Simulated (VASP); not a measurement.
Write the native input for VASP 6.6.1 that does the following.

```yaml
Task: relaxation of shape and atoms at fixed volume
Functional: PBEsol
Potentials_or_basis: VASP PAW PBE potentials, release 64 (Zr_sv)
Cutoff: 600 eV
k_mesh: 15 × 15 × 7
Occupations: methfessel-paxton, width 0.1 eV
Spin: no spin polarisation
Further_INCAR_settings: ALGO = Normal; EDIFF = 1e-07; IBRION = 2; EDIFFG = -0.01; NSW = 40; ISIF = 4
```

The structure of Zr lies in POSCAR:

```
Zr                                      
1.0
    3.1209973868     -0.0000000000      0.0000000000
   -1.5604986935      2.7028630221      0.0000000000
    0.0000000000     -0.0000000000      5.0095818218
  Zr            
     2
Direct
     0.3333333332999970    0.6666666667000030    0.2500000000000000
     0.6666666667000030    0.3333333332999970    0.7500000000000000
```

The cell isn't the ideal one: a relaxed cell with its volume scaled by 0.94.

The input as run:

INCAR

```
ALGO     = Normal         # electronic algorithm
EDIFF    = 1E-7           # SCF threshold, eV
EDIFFG   = -0.01          # ionic threshold
ENCUT    = 600            # plane-wave cutoff, eV
GGA      = PS             # functional
IBRION   = 2              # ionic algorithm
ISIF     = 4              # what is computed and relaxed
ISMEAR   = 1              # smearing method
LASPH    = True           # aspherical terms in the spheres
LCHARG   = False          # write CHGCAR
LREAL    = False          # projectors in reciprocal space
LWAVE    = False          # write WAVECAR
NELM     = 80             # most SCF steps
NSW      = 40             # ionic steps
PREC     = Accurate       # precision mode
SIGMA    = 0.1            # smearing width, eV
```

KPOINTS

```
k-points
0
Gamma
  15 15 7
```

Potentials or basis: VASP PAW PBE potentials, release 64 (Zr_sv).

Launch:

```console
$ cat potpaw_PBE.64/Zr_sv/POTCAR > POTCAR
$ mpirun -np 1 vasp_std > vasp.out
```

Results of the run:

```json
{
 "Energy gained by relaxing": "0.3 meV/atom",
 "Ionic steps": "3",
 "Pressure after relaxing": "6.7 GPa",
 "Band gap on the k mesh": "none (metal or under the smearing width)"
}
```

Caveat: the PAW data sets were made with another functional, which shifts forces and pressure a little.

Wall time 2.5 min on 1 thread of Intel(R) Xeon(R) Platinum 8488C (Sapphire Rapids) (shared host), peak memory 0.22 GiB.
